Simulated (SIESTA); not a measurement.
CoO:

```
CELL_PARAMETERS angstrom
-1.50800 1.50800 2.10725
1.50800 -1.50800 2.10725
1.50800 1.50800 -2.10725
ATOMIC_POSITIONS crystal
Co 0.00000 0.00000 0.00000
O 0.50000 0.50000 0.00000
```

| Property | Result |
| --- | --- |
| Program | SIESTA 5.4.2 |
| Task | single point |
| Functional | PBEsol |
| Potentials or basis | PseudoDojo 0.4 standard (PBEsol files) |
| Basis | DZP (energy shift 0.003 Ry; two zetas on semicore shells) |
| Grid cutoff | 800 Ry |
| Energy shift | 0.003 Ry |
| k mesh | 12 × 12 × 12 |
| Occupations | fermi-dirac, width 0.05 eV |
| Spin | collinear spin, ferromagnetic start |
| Starting moments | [2.0, 0.0] μB |

On this cell: pressure -8.1 GPa; largest force under 0.003 eV/Å; net moment 2.96 μB per cell; site moments Co +2.59; O +0.37 μB; band gap on the k mesh none (metal or under the smearing width).

The same run follows on a disturbed copy (atoms moved at random, drawn with an rms of 0.05 Å):

```
Co O
1.0
    -1.50800    1.50800    2.10725
     1.50800   -1.50800    2.10725
     1.50800    1.50800   -2.10725
Co O
1 1
Direct
  0.99472 0.00494 0.01533
  0.51463 0.49959 0.00496
```

**Question.** What changes?

**Answer.** The energy (extrapolated to zero smearing) moves by +1.0 meV/atom; pressure -7.6 GPa; largest force 0.075 eV/Å; net moment 2.97 μB per cell; site moments Co +2.59; O +0.38 μB; band gap on the k mesh none (metal or under the smearing width).

Forces on the atoms (eV/Å):
```
Co  -0.018  0.012  0.072
O    0.017 -0.010 -0.071
```

Stress tensor (GPa, compression positive):
```
-8.31 -0.35  0.30
-0.35 -8.11 -0.13
 0.30 -0.13 -6.52
```

Caveats: short orbitals over semicore shells can move pressures by several GPa; the basis of atomic orbitals isn't converged, which shifts pressures, moduli and gaps; a cell with one magnetic atom can't hold antiferromagnetic order, which such compounds often take; semilocal functionals often make such compounds metallic where correlation or magnetic order opens a gap, which also shifts bond lengths.
